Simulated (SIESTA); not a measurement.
LiCl:

```
Cl Li
1.0
     0.00000    2.56477    2.56477
     2.56477    0.00000    2.56477
     2.56477    2.56477    0.00000
Cl Li
1 1
Direct
  0.50000 0.50000 0.50000
  0.00000 0.00000 0.00000
```

Base run:

* Program: SIESTA 5.4.2
* Functional: PBEsol
* Potentials or basis: PseudoDojo 0.4 standard (PBEsol files)
* Basis: DZP (energy shift 0.003 Ry; two zetas on semicore shells)
* Grid cutoff: 800 Ry
* Energy shift: 0.003 Ry
* k mesh: 9 × 9 × 9
* Occupations: fermi-dirac, width 0.05 eV
* Spin: no spin polarisation

Its results: band gap on the k mesh 6.38 eV, direct; pressure -0.9 GPa.

Problem. The run is repeated on the same cell with these changes: functional from PBEsol to AM05. What comes out?

Solution. Band gap on the k mesh 6.50 eV, direct; pressure 0.1 GPa.

Caveats: the basis of atomic orbitals isn't converged, which shifts pressures, moduli and gaps; the potentials were made for another functional, which shifts forces and pressure (some runs).

Not every run made on this cell is shown here.
